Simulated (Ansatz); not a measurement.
## RuS2 (CdI2-type structure)

Computed with Ansatz (plane waves, PAW, 420 eV cutoff): PBEsol, scalar-relativistic, collinear spin, 10×10×6 k-mesh, Gaussian smearing of 0.05 eV. The datasets are Ansatz's generated set soft_2.

```yaml
crystal:
  lattice:
    - [3.37085, 0.00000, 0.00000]
    - [-1.68543, 2.91924, 0.00000]
    - [0.00000, 0.00000, 4.88715]
  atoms:
    - { symbol: Ru, position: [0.00000, 0.00000, 0.00000] }
    - { symbol: S, position: [0.33333, 0.66667, 0.26955] }
    - { symbol: S, position: [0.66667, 0.33333, 0.73045] }
```

The start was a prototype's sites filled with these elements. The Crystallography Open Database lists the compound in space group Pa-3, so this is a trial structure.

Magnetic state: ferromagnetic, site spin moments Ru 0.27 μB.

Cell and atoms are those of this level's equilibrium.

Path: Γ–M–K–Γ–A–L–H–A | L–M | H–K, with Γ = (0.000, 0.000, 0.000), M = (0.500, 0.000, 0.000), K = (0.333, 0.333, 0.000), A = (0.000, 0.000, 0.500), L = (0.500, 0.000, 0.500), H = (0.333, 0.333, 0.500) in reciprocal vectors of the calculation's cell.

Is it a metal or an insulator, and if it has a gap, where are the band edges on this path?

A metal: bands cross the Fermi level.

Bands as a text map, energy in eV from the Fermi level (dashes), each leg drawn with the same width, + spin up, o spin down, # both:
```
  5.57 | o                  #   o#        # o#               ##            
  5.14 |o+                   o##+          #+             ###              
  4.71 |+                    +                                             
  4.29 |                                   oo##o          oo               
  3.86 |      ###        o         ##o    #++  +##o#     #++##  ###o       
  3.43 |    ##   #      o+#      ##  #o          #+oo   #     ##   +##     
  3.00 |  o#+##ooo#     +  #   o#     +o #     o#  +#  #+     #+##o   #    
  2.57 |###    +++##   #   ####+      #+#    o#+     ##o    ##    +    #o  
  2.14 |            ###oo##            # ####+        o+  ##            +##
  1.71 |               ++                             +                    
  1.29 |                              #o              o#                   
  0.86 |#           oo ####  ###oo   # +o             + #                  
  0.43 | #oooo   o##+##    ##   ++###   ##           o   #              o##
  0.00 |-o###+###+-o#+-o-###o---------o#+##oooooooooo###--ooo######ooo##+--
 -0.43 |#++o+#oooo#+   +#  o+####    o+   #####++++##   o ###oooooo+++     
 -0.86 |+# +# +++###oooo#  +#+## ##### oo o#    oooo##oo######+++++oooooooo
 -1.29 |  #  ####+  ++++ ###    #    +#++#+ ####++++  +++    +#####++++++++
 -1.71 |oo #              +  oooo#ooo  ##oo#++o      ##  o###o             
 -2.14 |+## #        ##oo#  #+++++#++##  #++# +o    #  ##+++###          ##
 -2.57 |  o#oo##   ##  ++  #      +   +##    #o+o      o#    +#####     #  
 -3.00 |  + +#  # #       o+       ####       +#+# #   # #     #      ##   
 -3.43 |   o  #####o     o+            ###      ###+###        o########o  
 -3.86 |   +  ### #######+#               ######    ##    #####++## #   +##
 -4.29 |    ##ooo##+    ##          oo#o        ##### ##oo       oo#       
 -4.71 |  o##+#+#o #    ####     oo########o#### +#    ###oo######+##      
 -5.14 |#####o   +#o#o ##########+#++#  #  +          # #+++   #+    ##    
 -5.57 |     +     +####o#       o    #  o oo        # o  oo###        ####
 -6.00 |    ##      ##+#+ #      +     #o+#++########o#+  ++       ####+ ++
        Γ      M      K      Γ      A      L      H      AL       MH      K
```

Cost: 14 s on 4 threads of Arm Neoverse N1, with other jobs on the host, peak memory 0.58 GiB.

The run wasn't fully tested for a lower electronic state. So small a moment in a metal hangs on mesh and smearing, and semilocal functionals can overstate it, so the real crystal may have none. Site moments are of spin, integrated over atomic spheres.
